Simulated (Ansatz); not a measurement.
# VO2: the cost of one run

Program: Ansatz 0.2.0. Level of theory: DFT PBEsol, scalar-relativistic, plane waves, PAW. These are calculated values, not measurements.

## 1. Starting point

The structure is tetragonal, space group P4_2/mnm (No. 136). Conventional cell: a = 4.507 Å, b = 4.507 Å, c = 3.044 Å, α = 90.00°, β = 90.00°, γ = 90.00°. V (site symmetry mmm) has 6 O at 1.91 to 1.99 Å as nearest neighbours. O (site symmetry m2m) has 3 V at 1.91 to 1.99 Å as nearest neighbours.

Structure file:

```
V O
1.0
     4.50720    0.00000    0.00000
     0.00000    4.50720    0.00000
     0.00000    0.00000    3.04445
V O
2 4
Direct
  0.00000 0.00000 0.00000
  0.50000 0.50000 0.50000
  0.29964 0.29964 0.00000
  0.70036 0.70036 0.00000
  0.79964 0.20036 0.50000
  0.20036 0.79964 0.50000
```

The structure comes from the Materials Project (structure only).

(A quick probe on a coarse mesh, which set the mesh and smearing, is not shown.)

## 3. Coarse relaxation

input.yaml

```yaml
crystal:
  lattice:
    - [4.5072020454, 0.0, 0.0]
    - [0.0, 4.5072020454, 0.0]
    - [0.0, 0.0, 3.04445]
  atoms:
    - { symbol: V, position: [0.0, 0.0, 0.0], spin: -0.94 }
    - { symbol: V, position: [0.5, 0.5, 0.5], spin: -0.94 }
    - { symbol: O, position: [0.299642, 0.299642, 0.0] }
    - { symbol: O, position: [0.700358, 0.700358, 0.0] }
    - { symbol: O, position: [0.799642, 0.200358, 0.5] }
    - { symbol: O, position: [0.200358, 0.799642, 0.5] }
basis:
  ecutwfc: 420
kpoints:
  mp_grid: { grid: [4, 4, 6] }
hamiltonian:
  xc: pbesol
scf:
  occupations: { method: gaussian, width: 0.1 }
output:
  forces: true
  stress: true
  eigenvalues: true
  populations: true
magnetization:
  spin_polarized: true
relax:
  adjacent_minimum: "off"
  f_tol: 0.05
  max_steps: 80
  cell: { stress_tol: 0.5 }
```

**Question.** How long does this run take on 1 thread of an Arm CPU, shared host, and how much memory does it need?

About 50 s, with a peak of 0.45 GiB.
